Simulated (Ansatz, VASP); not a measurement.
## Two plane-wave programs on Ti3Al

```
CELL_PARAMETERS angstrom
0.00000 3.28824 3.28824
3.28824 0.00000 3.28824
3.28824 3.28824 0.00000
ATOMIC_POSITIONS crystal
Ti 0.75000 0.75000 0.75000
Ti 0.25000 0.25000 0.25000
Ti 0.00000 0.00000 0.00000
Al 0.50000 0.50000 0.50000
```

The cell comes from a database or a generator and needn't be the stable form of this composition.

Alike in both runs: task single point; functional r2SCAN; k mesh 6 × 6 × 6; no spin polarisation.

```csv
,VASP,Ansatz
version,VASP 6.6.1,Ansatz 0.2.0
potentials or method,"VASP PAW PBE potentials, release 64 (Ti_sv, Al)","plane waves, PAW"
plane-wave cutoff (eV),520,600
occupations,"methfessel-paxton of order 1, width 0.15 eV","cold, width 0.15 eV"
valence electrons in the cell,39,39
```

|  | VASP | Ansatz | Ansatz less VASP |
| --- | --- | --- | --- |
| pressure (GPa) | -7.2 | -7.5 | -0.29 |

Ansatz warned: «stress_scf_threshold_loose».

Caveats: the PAW data sets were made with another functional, which shifts forces and pressure a little (VASP).
